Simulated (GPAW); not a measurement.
# CoO (I4/mmm) in GPAW: single point from a typed occupation with PBE+U

Aim: the single point from a typed occupation of CoO with PBE+U.

Program: GPAW 26.7.0. These are calculated values, not measurements. Logs are shortened: lines on timing, memory, paths and dates and some standing lists are left out, and cuts for length are marked. The log counts tension as positive stress, the text compression.

### 1 The crystal as given

It takes space group I4/mmm (No. 139, tetragonal). Conventional cell: a = 3.016 Å, b = 3.016 Å, c = 4.215 Å, α = 90.00°, β = 90.00°, γ = 90.00°. Co (site symmetry 4/mmm) is surrounded by 6 O at 2.11 to 2.13 Å. O (site symmetry 4/mmm) has 6 Co at 2.11 to 2.13 Å as nearest neighbours.

### 2 Single point from a typed occupation, PBE+U, collinear spin, ferromagnetic start

Contents of run.py:

```python
import numpy as np
from ase import Atoms
from ase.units import Ha
from gpaw import PW
from gpaw.dft import DFT
from gpaw.hubbard import aoom

atoms = Atoms(['Co', 'O'],
              cell=[[-1.50800044, 1.50800044, 2.10725036],
                    [1.50800044, -1.50800044, 2.10725036],
                    [1.50800044, 1.50800044, -2.10725036]],
              scaled_positions=[[0.0, 0.0, 0.0],
                                [0.5, 0.5, 0.0]],
              pbc=True)
atoms.set_initial_magnetic_moments([3.0, 0.0])

def hold(setup, l, U, n_smm):
    """Build the Hubbard potential of this atom from a typed occupation matrix."""
    free = setup.hubbard_u.calculate

    def calculate(setup, D_sii):
        energy, dH_sii = free(setup, D_sii)
        m = 2 * l + 1
        first = np.cumsum([0] + [2 * x + 1 for x in setup.l_j])
        blocks = [slice(first[j], first[j] + m) for j, x in enumerate(setup.l_j) if x == l]
        for s, n_mm in enumerate(n_smm):
            _, V_ii = aoom(D_sii[s], l, setup.l_j, setup.n_j, setup.N0_q)
            for i1 in blocks:
                for i2 in blocks:
                    V_ii[i1, i2] *= U / Ha / 2 * (np.eye(m) - 2 * np.array(n_mm))
            dH_sii[s] = V_ii
        return energy, dH_sii

    setup.hubbard_u.calculate = calculate
    return free

# occupation matrices [spin][m][m'] in real spherical harmonics, m = -l ... l
start = {
    0: [[[1.0, 0.0, 0.0, 0.0, 0.0],
         [0.0, 1.0, 0.0, 0.0, 0.0],
         [0.0, 0.0, 1.0, 0.0, 0.0],
         [0.0, 0.0, 0.0, 1.0, 0.0],
         [0.0, 0.0, 0.0, 0.0, 1.0]],
        [[0.7777, 0.1738, 0.1008, -0.0225, 0.3633],
         [0.1738, 0.7665, 0.1257, 0.2326, -0.2808],
         [0.1008, 0.1257, 0.0277, 0.0308, -0.0042],
         [-0.0225, 0.2326, 0.0308, 0.0783, -0.1287],
         [0.3633, -0.2808, -0.0042, -0.1287, 0.3498]]],
}

dft = DFT(atoms,
          mode=PW(600),
          xc='PBE',
          kpts={'size': (9, 9, 9), 'gamma': True},
          occupations={'name': 'methfessel-paxton', 'order': 0, 'width': 0.05},
          setups={0: ':d,5.0'},
          nbands=19,
          convergence={'density': 0.0001, 'energy': 1e-05},
          maxiter=120,
          symmetry={'point_group': False},
          converge=False,
          txt='gpaw.txt')
free = {a: hold(dft.setups[a], l, 5, start[a]) for a, l in {0: 2}.items()}
dft.converge(steps=15)
for a, calculate in free.items():
    dft.setups[a].hubbard_u.calculate = calculate
dft.converge()
print(f'Energy: {dft.calculate_energy():.6f} eV')
print('Forces (eV/A):')
print(dft.calculate_forces().round(4))
print('Stress (eV/A^3):', dft.calculate_stress().round(6))
print('Moments:', dft.magmoms()[1][:, 2].round(3))
dft.write_converged()
dft.write_gpw_file('gs.gpw')
for a, l in {0: 2}.items():
    setup = dft.setups[a]
    for s, D_ii in enumerate(dft.density.D_asii[a]):
        n_mm = aoom(D_ii, l, setup.l_j, setup.n_j, setup.N0_q)[0]
        print(f'atom {a} spin {s} trace {n_mm.trace():.4f} eigenvalues', *np.linalg.eigvalsh(n_mm).round(3))
        np.savetxt(f'occupation-{a}-{s}.dat', n_mm, fmt='%8.4f')
```

Potentials or basis: GPAW PAW data sets (gpaw-data 1.2.1), pw.

Command:

```sh
$ OMP_NUM_THREADS=1 python run.py
```

gpaw.txt:

```text
Diagonalizing LCAO Hamiltonian
Converting LCAO to pw mode

       O

       Co

Atoms  # Å, Bohr magnetons
|   | symbol |        x |        y |        z |    initial magnetic moments |
|---|--------|----------|----------|----------|-----------------------------|
| 0 |     Co | 0.000000 | 0.000000 | 0.000000 | ( 0.0000,  0.0000,  3.0000) |
| 1 |      O | 0.000000 | 0.000000 | 2.107250 | ( 0.0000,  0.0000,  0.0000) |

Unit cell  # Å
| periodic |         x |         y |         z |  lengths |     angles |
|----------|-----------|-----------|-----------|----------|------------|
|      yes | -1.508000 |  1.508000 |  2.107250 | 2.998105 | 119.604700 |
|      yes |  1.508000 | -1.508000 |  2.107250 | 2.998105 | 119.604700 |
|      yes |  1.508000 |  1.508000 | -2.107250 | 2.998105 |  90.686055 |

Number of symmetries: 1
Symmetry operations  # r_c * U_cc + t_c -> r_c
|   | kind |            matrix            |
|---|------|------------------------------|
| 0 |  E   |  1, 0, 0,  0, 1, 0,  0, 0, 1 |

BZ-sampling:
  Number of BZ points: 729
  Number of IBZ points: 365

  Monkhorst-Pack size: [9, 9, 9]
  Monkhorst-Pack shift: [0, 0, 0]

K-points  # in reciprocal-cell coordinates
|     |                                coordinates |     weight |
|-----|--------------------------------------------|------------|
|   0 | (  0.00000000,   0.00000000,   0.00000000) | 0.00137174 |
|   1 | (  0.00000000,   0.00000000,   0.11111111) | 0.00274348 |
|   2 | (  0.00000000,   0.00000000,   0.22222222) | 0.00274348 |
|   3 | (  0.00000000,   0.00000000,   0.33333333) | 0.00274348 |
|   4 | (  0.00000000,   0.00000000,   0.44444444) | 0.00274348 |
|   5 | (  0.00000000,   0.11111111,  -0.44444444) | 0.00274348 |
|   6 | (  0.00000000,   0.11111111,  -0.33333333) | 0.00274348 |
|   7 | (  0.00000000,   0.11111111,  -0.22222222) | 0.00274348 |
|   8 | (  0.00000000,   0.11111111,  -0.11111111) | 0.00274348 |
|   9 | (  0.00000000,   0.11111111,   0.00000000) | 0.00274348 |
| ... |                                            |            |
| 364 | (  0.44444444,   0.44444444,   0.44444444) | 0.00274348 |

Plane wave coefficients: 648
Cutoff: 600.0 eV

Spin-components: 2 (collinear spins)
Bands:           19
Projectors:      11
Spin-degeneracy: 1
Datatype:        complex128

Parallelization:
  kpt:    1
  domain: 1
  band:   1

Density:
  Valence electrons: 15.0
  Components: 2
  Grid points: [18 18 18]
  Charge: 0.0  # |e|

Potential:
  Grid points: [18 18 18]

species:
  Co:
    name:    Cobalt
    Z:       27.0
    valence: 9
    core:    18
    charge:  0.0  # [|e|]
    Hubbard: {U: 5.0,  # eV
              l: 2,
              scale: True}
    compensation charges:
[... 91 lines left out ...]
|iter:  11| |  -13.109489 | -6.47 | -3.42 |  +3.0000|
|iter:  12| |  -13.109551 | -7.74c| -4.12c|  +3.0000|
|iter:  13| |  -13.109620c| -7.94c| -4.64c|  +3.0000|
SCF steps: 13
convergence criteria:
- Maximum integral of absolute [dens]ity change: 0.0001 electrons / valence electron
- Maximum [total energy] change in last 3 cyles: 1e-05 eV / valence electron
- Maximum integral of absolute [eigenst]ate change: 4e-08 eV^2 / valence electron
maximum number of iterations: 120

SCF iterations
|iter     | |      energy | eigst |  dens |  magmom |
|---------|-|-------------|-------|-------|---------|
|iter:   1| |  -13.109620c| -8.98c|       |  +3.0000|
|iter:   2| |  -13.182235 | -4.35 | -5.53c|  +3.0000|
|iter:   3| |  -13.182236 | -7.21 | -1.83 |  +3.0000|
|iter:   4| |  -13.182316c| -7.79c| -1.83 |  +3.0000|
|iter:   5| |  -13.182236c| -7.94c| -1.83 |  +3.0000|
|iter:   6| |  -13.182311c| -8.07c| -1.83 |  +3.0000|
|iter:   7| |  -13.182236c| -8.07c| -1.83 |  +3.0000|
|iter:   8| |  -13.182306c| -8.14c| -1.83 |  +3.0000|
|iter:   9| |  -13.182236c| -8.14c| -1.83 |  +3.0000|
|iter:  10| |  -13.182302c| -8.19c| -1.83 |  +3.0000|
[... 96 further cycles ...]
|iter: 107| |  -13.830545 | -5.83 | -3.84 |  +3.0000|
|iter: 108| |  -13.830658 | -5.56 | -3.92 |  +3.0000|
|iter: 109| |  -13.830725 | -5.75 | -3.89 |  +3.0000|
|iter: 110| |  -13.830826 | -5.21 | -4.08c|  +3.0000|
|iter: 111| |  -13.830881 | -5.22 | -4.14c|  +3.0000|
|iter: 112| |  -13.830910c| -5.82 | -4.11c|  +3.0000|
|iter: 113| |  -13.830915c| -5.72 | -4.39c|  +3.0000|
|iter: 114| |  -13.830918c| -6.93 | -4.50c|  +3.0000|
|iter: 115| |  -13.830918c| -6.80 | -4.54c|  +3.0000|
|iter: 116| |  -13.830919c| -7.41c| -4.97c|  +3.0000|
SCF steps: 116
Energy contributions relative to reference atoms: (reference = -39943.562207)

Energy contributions:
  Kinetic:          45.158372
  Coulomb:         -38.082099
  Zero:             -0.060577
  External:          0.000000
  Xc:              -20.846614
  Entropy:          -0.000000
  Spinorbit:         0.000000
  ----------------------------
  Free energy:     -13.830919
  Extrapolated:    -13.830919

Forces  # eV/Ang
|       x |       y |        z |
|---------|---------|----------|
| 0.00000 | 0.00000 | -0.00000 |  # Co   0
| 0.00000 | 0.00000 | -0.00000 |  # O    1

Stress tensor  # eV/Ang^3
|         x |         y |         z |
|-----------|-----------|-----------|
| -0.032337 |  0.000003 |  0.004986 |
|  0.000003 | -0.041380 |  0.000015 |
|  0.004986 |  0.000015 | -0.052376 |

Total magnetic moment: (0.000000, 0.000000, 3.000000)

Local magnetic moments
|        x |        y |        z |
|----------|----------|----------|
| 0.000000 | 0.000000 | 2.710428 |  # Co   0
| 0.000000 | 0.000000 | 0.135079 |  # O    1

Fermi level: 9.682
Eigenvalues  # (at kpt = [0.000, 0.000, 0.000])
| band index |      eig [eV] | occ [0-1] |      eig [eV] | occ [0-1] |
|------------|---------------|-----------|---------------|-----------|
|          0 |       -11.046 |     1.000 |       -10.737 |     1.000 |
|          1 |         2.611 |     1.000 |         5.572 |     1.000 |
|          2 |         3.037 |     1.000 |         5.600 |     1.000 |
|          3 |         3.048 |     1.000 |         6.437 |     1.000 |
|          4 |         3.958 |     1.000 |         6.475 |     1.000 |
|          5 |         3.988 |     1.000 |         6.498 |     1.000 |
|          6 |         6.109 |     1.000 |        10.534 |     0.000 |
|          7 |         6.162 |     1.000 |        10.919 |     0.000 |
|          8 |         6.190 |     1.000 |        11.598 |     0.000 |
|          9 |         9.959 |     0.000 |        11.600 |     0.000 |
|         10 |        25.638 |     0.000 |        25.661 |     0.000 |
|         11 |        26.182 |     0.000 |        27.002 |     0.000 |
|         12 |        26.555 |     0.000 |        27.035 |     0.000 |
|         13 |        26.581 |     0.000 |        28.511 |     0.000 |
|         14 |        30.061 |     0.000 |        31.344 |     0.000 |
|        ... |               |           |               |           |
|         18 |        33.252 |     0.000 |        35.504 |     0.000 |

Gap: 1.756 eV
Transition (v -> c):
  (s=0, k=324, n=8, [0.44, 0.00, 0.00]) -> (s=0, k=0, n=9, [0.00, 0.00, 0.00])
Direct/indirect transitions are different
Direct gap: 3.462 eV
Transition at: (s=1->0, k=0, n=5, [0.00, 0.00, 0.00])
Writing to gs.gpw (mode='')

  __  _  _
 | _ |_)|_||  |
 |__||  | ||/\| - 26.7.0

Input parameters:
  mode=PW(ecut=600.0),
  convergence={'density': 0.0001, 'energy': 1e-05},
  kpts=MonkhorstPack(size=(9, 9, 9), gamma=True),
  maxiter=120,
  nbands=19,
  occupations=Occupations(name='methfessel-paxton', order=0, width=0.05),
  setups={0: ':d,5.0'},
  symmetry=Symmetry(point_group=False),
  xc=XC(name='PBE')
# Writing to gs.gpw (mode='')
```

Wall time 17 min (1 thread of Intel Xeon 6975P-C (Granite Rapids), shared host); peak memory 0.35 GiB.

Results:

```
Free energy            : -13.8309 eV
Pressure               : 6.7 GPa
Band gap on the k mesh : 1.76 eV, indirect (least direct gap 3.46 eV)
Net moment             : 3.00 μB per cell
Site moments           : Co +2.71; O +0.14 μB
```

Levels at points of the mesh, in eV from the valence-band top:
Spin up:
| k point | band 5 | band 6 | band 7 | band 8 | band 9 | band 10 | band 11 | band 12 | band 13 | band 14 |
| --- | --- | --- | --- | --- | --- | --- | --- | --- | --- | --- |
| (0.00, 0.00, 0.00) | -4.25 | -4.22 | -2.09 | -2.04 | -2.01 | 1.76 | 17.43 | 17.98 | 18.35 | 18.38 |
Spin down:
| k point | band 3 | band 4 | band 5 | band 6 | band 7 | band 8 | band 9 | band 10 |
| --- | --- | --- | --- | --- | --- | --- | --- | --- |
| (0.00, 0.00, 0.00) | -2.60 | -1.77 | -1.73 | -1.71 | 2.33 | 2.72 | 3.39 | 3.40 |

Eigenvalues of the final occupation matrices:
```csv
site,spin,trace,eigenvalues
atom 1 ,1,5.14,1.01 1.01 1.02 1.05 1.05
atom 1 ,2,2.16,0.02 0.07 0.08 0.99 0.99
```

Caveat: the cutoff is short for stress and forces, so pressures can be off by a GPa or more; the occupation matrix was held by a function in the script for the first cycles and then freed; the end state hangs on it; an odd mesh through Γ misses points on the zone boundary, where band edges often lie; a cell with one magnetic atom can't hold antiferromagnetic order, which such compounds often take.
